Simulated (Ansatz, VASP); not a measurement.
**One calculation of SnTe, two programs**

INCAR

```
SYSTEM = SnTe
  PREC = Accurate
  ENCUT = 520
  EDIFF = 1E-7
  ISMEAR = 0
  SIGMA = 0.1
  LREAL = .False.
  LASPH = .True.
  NELM = 80
  ALGO = Normal
  ISIF = 2
  LWAVE = .False.
  LCHARG = .False.
  NBANDS = 17
```

The input KPOINTS:

```
regular mesh
0
Gamma
  7 7 7
  0 0 0
```

File POSCAR:

```
SnTe
1.0
    3.9047000000      0.0000000000      0.0000000000
    0.0000000000      3.9047000000      0.0000000000
    0.0000000000      0.0000000000      3.9047000000
Te Sn
1 1
Direct
    0.5000000000      0.5000000000      0.5000000000
    0.0000000000      0.0000000000      0.0000000000
```

input.yaml

```yaml
crystal:
  lattice:
    - [3.9047, 0.0, 0.0]
    - [0.0, 3.9047, 0.0]
    - [0.0, 0.0, 3.9047]
  atoms:
    - { symbol: Te, position: [0.5, 0.5, 0.5] }
    - { symbol: Sn, position: [0.0, 0.0, 0.0] }
kpoints:
  mp_grid: { grid: [7, 7, 7] }
scf:
  occupations: { method: gaussian, width: 0.1 }
hamiltonian:
  xc: lda
  pseudopotentials: { kind: all_electron, lapw: { basis_error: 0.001 } }
output:
  forces: true
  stress: true
  eigenvalues: true
```

Measurements of this composition are mostly on another form, of space group No. 225.

Alike in both runs: task single point; functional LDA; k mesh 7 × 7 × 7; occupations gaussian, width 0.1 eV; no spin polarisation.

```csv
,VASP,Ansatz
version,VASP 6.6.1,Ansatz 0.2.0
potentials or method,"VASP PAW LDA potentials, release 64 (Te, Sn_d)","all-electron LAPW, scalar-relativistic"
plane-wave cutoff (eV),520,see its input
```

```tsv
	VASP	Ansatz	Ansatz less VASP
gap on the k mesh at the Fermi level (eV)	none	none	-
pressure (GPa)	-4.8	-4.8	+0.05
```

A gap of «none» marks a metal or a gap that the smearing closes. Ansatz ran all-electron here, so the differences hold the error of VASP's frozen core and of both bases.

The runs have no spin-orbit coupling, so splittings on Te are missing.
